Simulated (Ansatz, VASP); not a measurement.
**One calculation of SrTiO3, two programs**

The input INCAR:

```
SYSTEM = SrTiO3
  PREC = Accurate
  ENCUT = 520
  EDIFF = 1E-6
  ISMEAR = 0
  SIGMA = 0.05
  LREAL = .False.
  LASPH = .True.
  NELM = 80
  ALGO = Normal
  ISIF = 2
  LWAVE = .False.
  LCHARG = .True.
  GGA = PS
  LELF = .True.
  LVHAR = .True.
  NBANDS = 51
```

Contents of KPOINTS:

```
Automatic mesh
0
Gamma
  8 8 8
  0 0 0
```

Contents of POSCAR:

```
SrTiO3
1.0
   -2.7440789401      2.7440789401      3.9041848864
    2.7440789401     -2.7440789401      3.9041848864
    2.7440789401      2.7440789401     -3.9041848864
Sr Ti O
2 2 6
Direct
    0.7500000000      0.2500000000      0.5000000000
    0.2500000000      0.7500000000      0.5000000000
    0.0000000000      0.0000000000      0.0000000000
    0.5000000000      0.5000000000      0.0000000000
    0.2500000000      0.2500000000      0.0000000000
    0.7500000000      0.7500000000      0.0000000000
    0.7252818597      0.2252818597      0.9505637194
    0.2252818597      0.2747181403      0.5000000000
    0.2747181403      0.7747181403      0.0494362806
    0.7747181403      0.7252818597      0.5000000000
```

Input for Ansatz:

```yaml
crystal:
  lattice:
    - [-2.7440789401, 2.7440789401, 3.9041848864]
    - [2.7440789401, -2.7440789401, 3.9041848864]
    - [2.7440789401, 2.7440789401, -3.9041848864]
  atoms:
    - { symbol: Sr, position: [0.75, 0.25, 0.5] }
    - { symbol: Sr, position: [0.25, 0.75, 0.5] }
    - { symbol: Ti, position: [0.0, 0.0, 0.0] }
    - { symbol: Ti, position: [0.5, 0.5, 0.0] }
    - { symbol: O, position: [0.25, 0.25, 0.0] }
    - { symbol: O, position: [0.75, 0.75, 0.0] }
    - { symbol: O, position: [0.7252818597, 0.2252818597, 0.9505637194] }
    - { symbol: O, position: [0.2252818597, 0.2747181403, 0.5] }
    - { symbol: O, position: [0.2747181403, 0.7747181403, 0.0494362806] }
    - { symbol: O, position: [0.7747181403, 0.7252818597, 0.5] }
basis:
  ecutwfc: 520.0
kpoints:
  mp_grid: { grid: [8, 8, 8] }
hamiltonian:
  xc: pbesol
  pseudopotentials: { kind: paw, azcp: { folder: soft_1 } }
scf:
  occupations: { method: gaussian, width: 0.05 }
output:
  forces: true
  stress: true
  eigenvalues: true
  write_density: true
  write_potential: true
  elf: true
  volumetric_format: npy
```

Measurements of this composition are mostly on another form, of space group No. 221.

Alike in both runs: task single point; functional PBEsol; k mesh 8 × 8 × 8; occupations gaussian, width 0.05 eV; no spin polarisation.

```csv
,VASP,Ansatz
version,VASP 6.6.1,Ansatz 0.2.0
potentials or method,"VASP PAW PBE potentials, release 64 (Sr_sv, Ti_sv, O)","scalar-relativistic, plane waves, PAW"
plane-wave cutoff (eV),520,520
valence electrons in the cell,80,80
```

```tsv
	VASP	Ansatz	Ansatz less VASP
gap on the k mesh at the Fermi level (eV)	1.94	1.97	+0.035
least direct gap on the mesh (eV)	1.95	1.98	+0.035
pressure (GPa)	0.6	0.0	-0.66
largest component of the traceless stress (GPa)	0.06	0.04	-0.024
```

Ansatz warned: «pseudo_functional_mismatch».

Caveats: the PAW data sets were made with another functional, which shifts forces and pressure a little (VASP). A k mesh can miss the band edges.
